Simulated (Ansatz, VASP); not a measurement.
# One calculation of Ru, two programs

```xyz
1
Lattice="2.3320 0.0000 0.0000 0.0000 2.3320 0.0000 0.0000 0.0000 2.3320" Properties=species:S:1:pos:R:3 pbc="T T T"
Ru    0.0000    0.0000    0.0000
```

Change from the starting cell: volume scaled by 0.8, LAPW.

Alike in both runs: task single point; functional PBE; k mesh 15 × 15 × 15; occupations fermi-dirac, width 0.1 eV; no spin polarisation.

```csv
,VASP,Ansatz
version,VASP 6.6.1,Ansatz 0.2.0
potentials or method,"VASP PAW PBE potentials, release 64 (Ru_pv), cutoff 520 eV","all-electron LAPW, scalar-relativistic"
```

```tsv
	VASP	Ansatz	Ansatz less VASP
pressure (GPa)	83.6	82.6	-1.02
```

Ansatz ran all-electron here, so the differences hold the error of VASP's frozen core and of both bases.

Caveats: the cell as given lies far from equilibrium; so large a pressure means that the cell lies far from this level's equilibrium, or that cutoff or potentials fall short (VASP).
